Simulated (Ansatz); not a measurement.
**Structure types of Ga at zero pressure (relativity switched off)**

Structure types of Ga are relaxed in primitive cells with their symmetry kept at 0 GPa, first on PAW files, then by LAPW. The enthalpy is E + pV at zero temperature, without zero-point motion. Only the types listed were tried, and differences under about 5 meV/atom are mesh noise. Not among the end structures: fcc, bcc, which may lie lower.

All numbers are PBE results (non-relativistic) from Ansatz 0.2.0, with Fermi–Dirac smearing of 0.05 eV, no spin polarisation. Methods: LAPW: all electrons, basis error target 0.5 meV/atom.

k meshes: hcp 16×16×9, diamond 12×12×12.

| start type | ends as | a, b, c (Å) | V (Å³/atom) | H − H(lowest), LAPW (meV/atom) |
| --- | --- | --- | --- | --- |
| hcp | hcp, P6_3/mmc | 2.983, 2.983, 4.926 | 18.98 | 0.0 |
| diamond | diamond, Fd-3m | 5.907, 5.907, 5.907 | 25.77 | ? |

What belongs in the row "diamond", column "H − H(lowest), LAPW (meV/atom)"?

255.2.
